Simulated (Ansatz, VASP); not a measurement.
# Two plane-wave programs on Tl16HCl15 (a cell with a defect)

```xyz
32
Lattice="0.0000 7.6680 7.6680 7.6680 0.0000 7.6680 7.6680 7.6680 0.0000" Properties=species:S:1:pos:R:3 pbc="T T T"
Tl    0.0000    0.0000    0.0000
Tl    0.0000    3.8340    3.8340
Tl    3.8340    0.0000    3.8340
Tl    3.8340    3.8340    0.0000
Tl    3.8340    3.8340    3.8340
Tl    3.8340    3.8340    7.6680
Tl    3.8340    7.6680    3.8340
Tl    3.8340    7.6680    7.6680
Tl    7.6680    3.8340    3.8340
Tl    7.6680    3.8340    7.6680
Tl    7.6680    7.6680    3.8340
Tl    7.6680    7.6680    7.6680
Tl    7.6680    7.6680   11.5020
Tl    7.6680   11.5020    7.6680
Tl   11.5020    7.6680    7.6680
Tl   11.5020   11.5020   11.5020
H     1.9170    1.9170    1.9170
Cl    1.9170    5.7510    5.7510
Cl    5.7510    1.9170    5.7510
Cl    5.7510    5.7510    1.9170
Cl    5.7510    5.7510    5.7510
Cl    5.7510    5.7510    9.5850
Cl    5.7510    9.5850    5.7510
Cl    5.7510    9.5850    9.5850
Cl    9.5850    5.7510    5.7510
Cl    9.5850    5.7510    9.5850
Cl    9.5850    9.5850    5.7510
Cl    9.5850    9.5850    9.5850
Cl    9.5850    9.5850   13.4190
Cl    9.5850   13.4190    9.5850
Cl   13.4190    9.5850    9.5850
Cl   13.4190   13.4190   13.4190
```

Alike in both runs: task electric field gradients; functional PBE; k mesh 2 × 2 × 2; occupations fermi-dirac, width 0.01 eV; no spin polarisation.

```csv
,VASP,Ansatz
version,VASP 6.6.1,Ansatz 0.2.0
potentials or method,"VASP PAW PBE potentials, release 64 (Tl_d, H, Cl)","plane-wave PAW, scalar-relativistic"
plane-wave cutoff (eV),520,420
valence electrons in the cell,314,314
```

VASP gave:

- gap on the k mesh at the Fermi level (eV): 1.36
- pressure (GPa): 0.9
- rms of the force components (eV/Å): 0.056
- Vzz of the field gradient on the site that differs most (V/Å²): -6.5

Task: Which values does Ansatz return?

Result: gap on the k mesh at the Fermi level (eV): 1.36; pressure (GPa): 1.0; rms of the force components (eV/Å): 0.056; Vzz of the field gradient on the site that differs most (V/Å²): -6.3.

Atom by atom the forces differ by 0.000 eV/Å (rms over components). Ansatz warned: «gradients_without_spin_orbit».

Caveats: spin-orbit coupling is left out, which as a rule narrows the gap of such compounds by several tenths of an eV. As with any semilocal functional, this PBE gap is likely too small.
